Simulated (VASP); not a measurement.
A run of VASP 6.6.1 is set up as follows.

POSCAR

```
Re
1.0
    0.0000000000      1.9466707489      1.9466707489
    1.9466707489      0.0000000000      1.9466707489
    1.9466707489      1.9466707489      0.0000000000
Re
1
Direct
    0.0000000000      0.0000000000      0.0000000000
```

Contents of INCAR.step1:

```
  ALGO = Normal
  EDIFF = 1E-4
  ENCUT = 520
  GGA = PE
  ISMEAR = -5
  LASPH = T
  LCHARG = F
  LMAXMIX = 4
  LREAL = F
  LWAVE = T
  NELM = 60
  PREC = Accurate
  SIGMA = 0.05
```

The input INCAR.step2:

```
  ALGO = Normal
  EDIFF = 1E-6
  ENCUT = 520
  ISIF = 2
  ISMEAR = 0
  ISTART = 1
  LASPH = T
  LCHARG = F
  LMAXMIX = 4
  LMIXTAU = T
  LORBIT = 11
  LREAL = F
  LWAVE = F
  METAGGA = R2SCAN
  NELM = 60
  PREC = Accurate
  SIGMA = 0.05
```

KPOINTS

```
k-points
0
Gamma
  18 18 18
```

Potentials or basis: VASP PAW PBE potentials, release 64 (Re).

Run with:

```console
$ cat potpaw_PBE.64/Re/POTCAR > POTCAR
$ cp INCAR.step1 INCAR
$ mpirun -np 1 vasp_std > vasp.out
$ cp INCAR.step2 INCAR
$ mpirun -np 1 vasp_std > vasp.out
```

**Question.** What does it give for the pressure?

**Answer.** -0.1 GPa.

**Question.** Estimate the band gap on the k mesh.

**Answer.** None (metal or under the smearing width).

Caveat: the PAW data sets were made with another functional, which shifts forces and pressure a little. The run has no spin-orbit coupling, so splittings on Re are missing.
